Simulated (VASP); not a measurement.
# AlN (P6_3mc) in VASP: further runs

One crystal, AlN, is run at these levels: PBE; tasks: relaxation of cell and atoms, vibrations by finite differences.

All numbers are computed with VASP 6.6.1; they aren't measurements. Logs are shortened: lines on timing, memory, paths and dates and some standing lists are left out, and cuts for length are marked.

**1. The structure**

Symmetry: P6_3mc, No. 186, hexagonal system. Conventional cell: a = 3.113 Å, b = 3.113 Å, c = 4.981 Å, α = 90.00°, β = 90.00°, γ = 120.00°. Around Al (site symmetry 3m) lie 4 N at 1.89 Å. N (site symmetry 3m) is surrounded by 4 Al at 1.89 Å.

**2. Relaxation of cell and atoms, PBE**

Input file INCAR:

```
  ALGO = Normal
  EDIFF = 1E-7
  EDIFFG = -0.002
  ENCUT = 520
  GGA = PE
  IBRION = 2
  ISIF = 3
  ISMEAR = 0
  KPAR = 4
  LASPH = True
  LCHARG = False
  LREAL = False
  LWAVE = False
  NELM = 60
  NSW = 80
  PREC = Accurate
  SIGMA = 1.0
```

Input file KPOINTS:

```
k-points
0
Gamma
  12 12 6
```

Input file POSCAR:

```
AlN
1.0
    3.1130000000      0.0000000000      0.0000000000
   -1.5565000000      2.6959370800      0.0000000000
    0.0000000000      0.0000000000      4.9810000000
Al N
2 2
Direct
    0.3333333300      0.6666666700      0.0000000000
    0.6666666700      0.3333333300      0.5000000000
    0.3333333300      0.6666666700      0.3800000000
    0.6666666700      0.3333333300      0.8800000000
```

Potentials or basis: VASP PAW PBE potentials, release 64 (Al, N).

Launch:

```
> cat potpaw_PBE.64/Al/POTCAR potpaw_PBE.64/N/POTCAR > POTCAR
> mpirun -np 4 vasp_std > vasp.out
```

OUTCAR:

```text
EDIFF = 1E-7
   EDIFFG = -0.002
   ENCUT = 520
   GGA = PE
   IBRION = 2
   ISIF = 3
   ISMEAR = 0
   LASPH = True
   LREAL = False
   NELM = 60
   NSW = 80
   PREC = Accurate

 ion  position               nearest neighbor table
   1  0.333  0.667  0.000-   3 1.89   4 1.89   4 1.89   4 1.89   2 3.07   2 3.07   2 3.07   2 3.07
                             2 3.07   2 3.07
   2  0.667  0.333  0.500-   4 1.89   3 1.89   3 1.89   3 1.89   1 3.07   1 3.07   1 3.07   1 3.07
                             1 3.07   1 3.07
   3  0.333  0.667  0.380-   1 1.89   2 1.89   2 1.89   2 1.89
   4  0.667  0.333  0.880-   2 1.89   1 1.89   1 1.89   1 1.89

  LATTYP: Found a hexagonal cell.
 ALAT       =     3.1130000000
 C/A-ratio  =     1.6000642467

  Lattice vectors:

 A1 = (   3.1130000000,   0.0000000000,   0.0000000000)
 A2 = (  -1.5565000000,   2.6959370800,   0.0000000000)
 A3 = (   0.0000000000,   0.0000000000,   4.9810000000)

Analysis of symmetry for initial positions (statically):
=====================================================================
 Subroutine PRICEL returns:
 Original cell was already a primitive cell.

 Routine SETGRP: Setting up the symmetry group for a
 hexagonal supercell.

 Subroutine GETGRP returns: Found 12 space group operations
 (whereof  6 operations were pure point group operations)
 out of a pool of 24 trial point group operations.

The static configuration has the point symmetry C_3v.
 The point group associated with its full space group is C_6v.

Analysis of symmetry for dynamics (positions and initial velocities):
=====================================================================
 Subroutine PRICEL returns:
 Original cell was already a primitive cell.

 Routine SETGRP: Setting up the symmetry group for a
 hexagonal supercell.

 Subroutine GETGRP returns: Found 12 space group operations
 (whereof  6 operations were pure point group operations)
 out of a pool of 24 trial point group operations.

The dynamic configuration has the point symmetry C_3v.
 The point group associated with its full space group is C_6v.

 Subroutine INISYM returns: Found 12 space group operations
 (whereof  6 operations are pure point group operations),
 and found     1 'primitive' translations

----------------------------------------------------------------------------------------

                                     Primitive cell

  volume of cell :      41.8028

  direct lattice vectors                    reciprocal lattice vectors
     3.113000000  0.000000000  0.000000000     0.321233537  0.185464269  0.000000000
    -1.556500000  2.695937080  0.000000000     0.000000000  0.370928538  0.000000000
     0.000000000  0.000000000  4.981000000     0.000000000  0.000000000  0.200762899

  length of vectors
     3.113000000  3.112999998  4.981000000     0.370928538  0.370928538  0.200762899

  position of ions in fractional coordinates (direct lattice)
     0.333333330  0.666666670  0.000000000
     0.666666670  0.333333330  0.500000000
     0.333333330  0.666666670  0.380000000
     0.666666670  0.333333330  0.880000000

  ion indices of the primitive-cell ions
   primitive index   ion index
                 1           1
                 2           2
                 3           3
                 4           4

----------------------------------------------------------------------------------------

 KPOINTS: k-points

Automatic generation of k-mesh.
 Grid dimensions read from file:
 generate k-points for:   12   12    6

 Generating k-lattice:

  Cartesian coordinates                     Fractional coordinates (reciprocal lattice)
     0.026769461  0.015455356  0.000000000     0.083333333 -0.000000000  0.000000000
     0.000000000  0.030910712  0.000000000     0.000000000  0.083333333  0.000000000
     0.000000000  0.000000000  0.033460483     0.000000000  0.000000000  0.166666667

  Length of vectors
     0.030910711  0.030910712  0.033460483

  Shift w.r.t. Gamma in fractional coordinates (k-lattice)
     0.000000000  0.000000000  0.000000000

 Subroutine IBZKPT returns following result:
 ===========================================

 Found     76 irreducible k-points:

 Following reciprocal coordinates:
            Coordinates               Weight
  0.000000  0.000000  0.000000      1.000000
  0.083333  0.000000  0.000000      6.000000
  0.166667  0.000000  0.000000      6.000000
  0.250000  0.000000  0.000000      6.000000
  0.333333  0.000000  0.000000      6.000000
  0.416667  0.000000  0.000000      6.000000
[... 16 lines left out ...]
  0.250000  0.000000  0.166667     12.000000
  0.333333  0.000000  0.166667     12.000000
 [... further k-points ...]
   k-points           NKPTS =     76   k-points in BZ     NKDIM =     76   number of bands    NBANDS=     12
   number of dos      NEDOS =    301   number of ions     NIONS =      4
   total plane-waves  NPLWV =  23040
   dimension x,y,z NGX =    24 NGY =   24 NGZ =   40
   dimension x,y,z NGXF=    48 NGYF=   48 NGZF=   80
   ions per type =               2   2
   NGX,Y,Z   is equivalent  to a cutoff of  12.82, 12.82, 13.35 a.u.
   NGXF,Y,Z  is equivalent  to a cutoff of  25.63, 25.63, 26.70 a.u.
 SYSTEM =  unknown system
   PREC   = accura    normal or accurate (medium, high low for compatibility)
   ISTART =      0    job   : 0-new  1-cont  2-samecut
   ICHARG =      2    charge: 1-file 2-atom 10-const
   ISPIN  =      1    spin polarized calculation?
   LNONCOLLINEAR =      F non collinear calculations
   LSORBIT =      F    spin-orbit coupling
   LASPH  =      T    aspherical Exc in radial PAW
   ENCUT  =  520.0 eV  38.22 Ry    6.18 a.u.   5.79  5.79  9.26*2*pi/ulx,y,z
   NELM   =     60;   NELMIN=  2; NELMDL= -5     # of ELM steps
   EDIFF  = 0.1E-06   stopping-criterion for ELM
   LREAL  =      F    real-space projection
   EDIFFG = -.2E-02   stopping-criterion for IOM
   NSW    =     80    number of steps for IOM
   IBRION =      2    ionic relax: 0-MD 1-quasi-New 2-CG
   NFREE  =      1    steps in history (QN), initial steepest desc. (CG)
   ISIF   =      3    stress and relaxation
   ISYM   =      2    0-nonsym 1-usesym 2-fastsym
   POTIM  = 0.5000    time-step for ionic-motion
   TEBEG  =    0.0;   TEEND  =   0.0 temperature during run
   PSTRESS=    0.0 pullay stress
   NELECT =      16.0000    total number of electrons
   NUPDOWN=      -1.0000    fix difference up-down
   EMIN   =  10.00;   EMAX   =-10.00  energy-range for DOS
   EFERMI =   0.00;   METHOD = LEGACY
   ISMEAR =     0;   SIGMA  =   1.00  broadening in eV -4-tet -1-fermi 0-gaus
   EFERMI_NEDOS =   21; number of points for ismear=-14 and -15
   IALGO  =     38    algorithm
   IMIX   =      4    mixing-type and parameters
     AMIX     =   0.40;   BMIX     =  1.00
     AMIX_MAG =   1.60;   BMIX_MAG =  1.00
  volume/ion in A,a.u.               =      10.45        70.52
  Fermi-wavevector in a.u.,A,eV,Ry     =   1.188629  2.246183 19.222843  1.412839
  Thomas-Fermi vector in A             =   2.324754
   LORBIT       =      0    0 simple, 1 ext, 2 COOP (PROOUT), +10 PAW based schemes
   GGA     = PE    functional components
   LHFCALC =     F    Hartree Fock is set to
   AEXX    =    0.0000 exact exchange contribution
   IVDW    =     0    specifies the selected vdW correction
   LEPSILON=     F    determine dielectric tensor
   LRPA    =     F    only Hartree local field effects (RPA)
 conjugate gradient relaxation of ions
 non-spin polarized calculation
 Gauss-broadening in eV      SIGMA  =   1.00
  energy-cutoff  :      520.00
  volume of cell :       41.80
 maximum number of plane-waves:      1152
 NGX is ok and might be reduce to    24
   NGX = 11   NGY = 11   NGZ = 19

--------------------------------------- Ionic step        1  -------------------------------------------

 number of electron      15.9999997 magnetization

 Free energy of the ion-electron system (eV)
  ---------------------------------------------------
  ext. energy  EPLUGINS =         0.00000000
  ---------------------------------------------------
  free energy    TOTEN  =       -29.77129710 eV

  energy without entropy =      -29.77108269  energy(sigma->0) =      -29.77118990

------------------------ aborting loop because EDIFF is reached ----------------------------------------

  FORCE on cell =-STRESS in cart. coord.  units (eV):
  Direction    XX          YY          ZZ          XY          YZ          ZX
  --------------------------------------------------------------------------------------
  -------------------------------------------------------------------------------------
  Total        0.7577583      0.7577583      1.1905606      0.0000000     -0.0000000      0.0000000
  in kB       29.0426243     29.0426243     45.6306531      0.0000000     -0.0000000      0.0000000
  external PRESSURE =      34.5719672 kB  Pullay stress =       0.0000000 kB
[... 251 lines left out ...]
  energy  without entropy=      -29.7798445150  energy(sigma->0) =      -29.77999120

--------------------------------------- Ionic step        8  -------------------------------------------

 number of electron      15.9999998 magnetization

 Free energy of the ion-electron system (eV)
  ---------------------------------------------------
  ext. energy  EPLUGINS =         0.00000000
  ---------------------------------------------------
  free energy    TOTEN  =       -29.78013889 eV

  energy without entropy =      -29.77984619  energy(sigma->0) =      -29.77999254

 E-fermi :   8.3275     XC(G=0): -10.8329

 val. band max:        5.9755841258   @ k =   0.0000   0.0000   0.0000
 cond. band min:      10.0318583748   @ k =   0.0000   0.0000   0.0000
 fundamental gap:      4.0562742490
 Fermi energy:         8.3274638438

 k-point     1 :       0.0000    0.0000    0.0000
  band No.  band energies     occupation
      1      -9.0983      2.00000
      2      -7.0123      2.00000
      3       0.0647      2.00000
      4       5.1325      1.99999
      5       5.1325      1.99999
      6       5.7748      1.99969
      7       5.7748      1.99969
      8       5.9756      1.99912
      9      10.0319      0.01594
     10      12.4989      0.00000
     11      16.4426      0.00000
     12      17.0156      0.00000
[... 331 lines left out ...]
 k-point    24 :       0.3333    0.0000    0.1667
  band No.  band energies     occupation
      1      -7.8043      2.00000
      2      -6.6106      2.00000
      3       1.1322      2.00000
      4       2.0798      2.00000
      5       2.6816      2.00000
      6       4.2366      2.00000
      7       5.1965      1.99999
      8       5.3311      1.99998
      9      11.7608      0.00000
     10      12.5779      0.00000
     11      14.3308      0.00000
     12      16.0179      0.00000

 [... further k-points ...]
[... 5 lines left out ...]
  --------------------------------------------------------------------------------------
  -------------------------------------------------------------------------------------
  Total       -0.0000544     -0.0000544     -0.0038972      0.0000000      0.0000000      0.0000000
  in kB       -0.0020503     -0.0020503     -0.1468380      0.0000000      0.0000000      0.0000000
  external PRESSURE =      -0.0503128 kB  Pullay stress =       0.0000000 kB
[... 19 lines left out ...]
  FREE ENERGIE OF THE ION-ELECTRON SYSTEM (eV)
  ---------------------------------------------------
  free  energy   TOTEN  =       -29.7801388946 eV

  energy  without entropy=      -29.7798461898  energy(sigma->0) =      -29.77999254

 reached required accuracy - stopping structural energy minimisation
```

It took 47 s on 4 MPI ranks of Intel Xeon Platinum 8259CL at 2.50GHz (Skylake/Cascade Lake), shared host; peak memory 0.17 GiB.

Results:

```yaml
Free_energy: -29.7801 eV
Relaxed_volume: 10.63 Å³/atom
Relaxed_cell: a = 3.129 Å, b = 3.129 Å, c = 5.016 Å, α = 90.00°, β = 90.00°, γ = 120.00°
Space_group_after_relaxing_to_0.05_Å: P6_3mc (No. 186)
Energy_gained_by_relaxing: 2.2 meV/atom
Ionic_steps: 8
Pressure_after_relaxing: 0.0 GPa
Band_gap_on_the_k_mesh: 4.06 eV, direct
```

The path:
| step | energy change (eV) | largest force (eV/Å) | pressure (GPa) | volume (Å³) |
| --- | --- | --- | --- | --- |
| 1 | 0.0000 | 0.1289 | 3.46 | 41.80 |
| 2 | -0.0019 | 0.0913 | -2.90 | 43.18 |
| 3 | -0.0088 | 0.0034 | 0.00 | 42.52 |
| 4 | -0.0088 | 0.0058 | 0.07 | 42.51 |
| 5 | -0.0088 | 0.0066 | 0.05 | 42.51 |
| 6 | -0.0088 | 0.0070 | 0.04 | 42.51 |
| 7 | -0.0088 | 0.0022 | -0.02 | 42.53 |
| 8 | -0.0088 | 0.0007 | -0.01 | 42.52 |

Final structure:
```xyz
4
Lattice="3.1286 0.0000 0.0000 -1.5643 2.7094 0.0000 0.0000 0.0000 5.0165" Properties=species:S:1:pos:R:3 pbc="T T T"
Al    0.0000    1.8063    5.0127
Al    1.5643    0.9031    2.5045
N     0.0000    1.8063    1.9100
N     1.5643    0.9031    4.4182
```

A k mesh can miss the band edges. PBE gaps usually lie below the measured ones, often by a third to a half.

(Continued in part 2 of 2.)
